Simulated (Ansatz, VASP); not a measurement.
## Two plane-wave programs on WC3

```xyz
4
Lattice="2.8633 0.0000 0.0000 0.0000 3.7222 0.0000 0.0000 0.0000 3.7763" Properties=species:S:1:pos:R:3 pbc="T T T"
W     0.0000    1.8611    0.0770
C     1.4316    1.8611    2.1304
C     1.4316    0.7111    1.1655
C     1.4316    3.0111    1.1655
```

Alike in both runs: functional PBE; k mesh 6 × 6 × 6; occupations gaussian, width 0.1 eV; no spin polarisation.

Ansatz relaxed the structure, and its values are those at the end. VASP's run is a single point on that final structure, the one shown.

|  | VASP | Ansatz |
| --- | --- | --- |
| version | VASP 6.6.1 | Ansatz 0.2.0 |
| potentials or method | VASP PAW PBE potentials, release 64 (W_sv, C) | scalar-relativistic, plane waves, PAW |
| plane-wave cutoff (eV) | 520 | 420 |
| valence electrons in the cell | 26 | 26 |

|  | VASP | Ansatz | Ansatz less VASP |
| --- | --- | --- | --- |
| gap on the k mesh at the Fermi level (eV) | none | none | - |
| pressure (GPa) | 0.8 | 0.0 | -0.77 |
| rms of the force components (eV/Å) | 0.025 | 0.011 | -0.0140 |

A gap of «none» marks a metal or a gap that the smearing closes. The functional is the same, so the differences come from potentials, cutoffs and numerics.

Caveats: the k mesh is coarse (spacing up to 0.37 Å⁻¹), so the values aren't converged. The runs have no spin-orbit coupling, so splittings on W are missing.
